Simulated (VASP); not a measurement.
# WS2 in VASP: settings compared, part 2 of 2

VASP 6.6.1. The steps go on from the part before.

## Step 4: Single point, LDA

This run uses another cell than the first one, of 73.49 Å³/atom, 1.482 times its volume.

INCAR reads:

```
PREC     = Accurate       # precision mode
ENCUT    = 650            # plane-wave cutoff, eV
EDIFF    = 1E-7           # SCF threshold, eV
ISMEAR   = 0              # smearing method
SIGMA    = 0.05           # smearing width, eV
LREAL    = False          # projectors in reciprocal space
LASPH    = True           # aspherical terms in the spheres
NELM     = 120            # most SCF steps
ALGO     = Normal         # electronic algorithm
ISIF     = 2              # what is computed and relaxed
LWAVE    = False          # write WAVECAR
LCHARG   = False          # write CHGCAR
LDIPOL   = True         
IDIPOL   = 3            
DIPOL    = 0.5 0.5 0.500
GGA      = CA             # functional
NBANDS   = 24             # bands
LVHAR    = True         
LVACPOTAV= True
```

KPOINTS reads:

```
regular mesh
0
Gamma
  10 10 1
```

POSCAR reads:

```
WS2
1.0
    3.1835163600      0.0000000000      0.0000000000
   -1.5917581800      2.7570060400      0.0000000000
    0.0000000000      0.0000000000     25.1189236211
S W
2 1
Direct
    0.3333333333      0.6666666667      0.4379168537
    0.3333333333      0.6666666667      0.5620831463
    0.0000000000      0.0000000000      0.5000000000
```

Potentials or basis: VASP PAW LDA potentials, release 64 (S, W_sv).

Started as:

```console
$ cat potpaw_LDA.64/S/POTCAR potpaw_LDA.64/W_sv/POTCAR > POTCAR
$ mpirun -np 1 vasp_std > vasp.out
```

OUTCAR:

```text
PREC = Accurate
   ENCUT = 650
   EDIFF = 1E-7
   ISMEAR = 0
   LREAL = False
   LASPH = True
   NELM = 120
   ISIF = 2
   GGA = CA

 Found     14 irreducible k-points:

 Following reciprocal coordinates:
            Coordinates               Weight
  0.000000  0.000000  0.000000      1.000000
  0.100000  0.000000  0.000000      6.000000
  0.200000  0.000000  0.000000      6.000000
  0.300000  0.000000  0.000000      6.000000
  0.400000  0.000000  0.000000      6.000000
  0.500000  0.000000  0.000000      3.000000
   k-points           NKPTS =     14   k-points in BZ     NKDIM =     14   number of bands    NBANDS=     24
[... 249 lines left out ...]
  -------------------------------------------------------------------------------------
  Total       -2.1239728     -2.1239728     -1.1258418      0.0000000      0.0000000      0.0000000
  in kB      -15.4352511    -15.4352511     -8.1816731      0.0000000      0.0000000      0.0000000
  external PRESSURE =     -13.0173918 kB  Pullay stress =       0.0000000 kB

 VOLUME and BASIS-vectors are now :
 -----------------------------------------------------------------------------
  energy-cutoff  :      650.00
  volume of cell :      220.47
      direct lattice vectors                 reciprocal lattice vectors
     3.183516360  0.000000000  0.000000000     0.314118065  0.181356150  0.000000000
    -1.591758180  2.757006040  0.000000000     0.000000000  0.362712299  0.000000000
     0.000000000  0.000000000 25.118923621     0.000000000  0.000000000  0.039810623

 POSITION                                       TOTAL-FORCE (eV/Angst)
 -----------------------------------------------------------------------------------
     -0.00000      1.83800     11.00000         0.000000     -0.000000      0.359369
     -0.00000      1.83800     14.11892         0.000000      0.000000     -0.359369
      0.00000      0.00000     12.55946        -0.000000      0.000000      0.000000
 -----------------------------------------------------------------------------------
    total drift:                                0.000000     -0.000000     -0.000000

  FREE ENERGIE OF THE ION-ELECTRON SYSTEM (eV)
  ---------------------------------------------------
  free  energy   TOTEN  =       -26.1168509670 eV

  energy  without entropy=      -26.1168509670  energy(sigma->0) =      -26.11685097

 vacuum level on the upper side and lower side of the slab         3.056         3.056
```

OSZICAR:

```text
N       E                     dE             d eps       ncg     rms          rms(c)
DAV:   1     0.188309175485E+03    0.18831E+03   -0.13950E+04   784   0.992E+02
DAV:   2    -0.103317874675E+02   -0.19864E+03   -0.18909E+03   920   0.216E+02
DAV:   3    -0.271723467714E+02   -0.16841E+02   -0.16668E+02   888   0.605E+01
[... 16 lines left out ...]
DAV:  20    -0.261168484196E+02   -0.62191E-05   -0.19466E-07   648   0.136E-03    0.154E-03
DAV:  21    -0.261168500953E+02   -0.16757E-05   -0.35145E-08   712   0.587E-04    0.146E-03
DAV:  22    -0.261168504793E+02   -0.38404E-06   -0.44139E-09   632   0.323E-04    0.462E-04
DAV:  23    -0.261168509065E+02   -0.42719E-06   -0.75053E-09   632   0.269E-04    0.485E-04
DAV:  24    -0.261168509670E+02   -0.60525E-07    0.88422E-10   576   0.112E-04
   1 F= -.26116851E+02 E0= -.26116851E+02  d E =-.351434E-26
```

stdout:

```text
POSCAR found type information on POSCAR S W
 POSCAR found :  2 types and       3 ions
 scaLAPACK will be used
 LDA part: xc-table for (Slater(with rela. corr.)+CA(PZ))
 , standard interpolation
 POSCAR, INCAR and KPOINTS ok, starting setup
 FFT: planning ... GRIDC
 FFT: planning ... GRID_SOFT
 FFT: planning ... GRID
 WAVECAR not read
 entering main loop
```

Wall time 1.7 min (1 thread of Intel Xeon 6975P-C (Granite Rapids), shared host); peak memory 0.35 GiB.

These settings aren't checked as converged: the numbers below hold their error.

What came out:

| Quantity | Value |
| --- | --- |
| Free energy | -26.1169 eV |
| Largest force | 0.359 eV/Å |
| Band gap on the k mesh | 1.99 eV, indirect (least direct gap 2.15 eV) |
| Ionisation potential of the upper face | 5.98 eV |

Caveat: spin-orbit coupling is left out, which moves the levels of the heavy elements.

## Step 5: Single point, LDA

This run uses another cell than the first one, of 61.79 Å³/atom, 1.246 times its volume.

Edit INCAR of step 4 so:

```diff
@@ -1,3 +1,3 @@
 PREC     = Accurate       # precision mode
-ENCUT    = 650            # plane-wave cutoff, eV
+ENCUT    = 520            # plane-wave cutoff, eV
 EDIFF    = 1E-7           # SCF threshold, eV
```

KPOINTS is that of step 4.

POSCAR reads:

```
WS2
1.0
    3.1835163600      0.0000000000      0.0000000000
   -1.5917581800      2.7570060400      0.0000000000
    0.0000000000      0.0000000000     21.1189236211
S W
2 1
Direct
    0.3333333333      0.6666666667      0.4261580827
    0.3333333333      0.6666666667      0.5738419173
    0.0000000000      0.0000000000      0.5000000000
```

Started as:

```console
$ cat potpaw_LDA.64/S/POTCAR potpaw_LDA.64/W_sv/POTCAR > POTCAR
$ mpirun -np 1 vasp_std > vasp.out
```

It took 42 s on 1 thread of Intel Xeon 6975P-C (Granite Rapids), shared host; peak memory 0.25 GiB.

These settings aren't checked as converged: the numbers below hold their error.

What came out:

```yaml
Free_energy: -26.1161 eV
Largest_force: 0.358 eV/Å
Band_gap_on_the_k_mesh: 1.99 eV, indirect (least direct gap 2.15 eV)
Ionisation_potential_of_the_upper_face: 5.98 eV
```

Caveat: spin-orbit coupling is left out, which moves the levels of the heavy elements.

## Step 6: The reference run

An earlier run on the cell as given: functional PBEsol; potentials or basis VASP PAW PBE potentials, release 64 (W_sv, S); cutoff 520 eV; k mesh 10 × 10 × 2; occupations fermi-dirac, width 0.05 eV; no spin polarisation.

- Largest force: 0.104 eV/Å
- Band gap on the k mesh: 1.99 eV, indirect (least direct gap 2.15 eV)
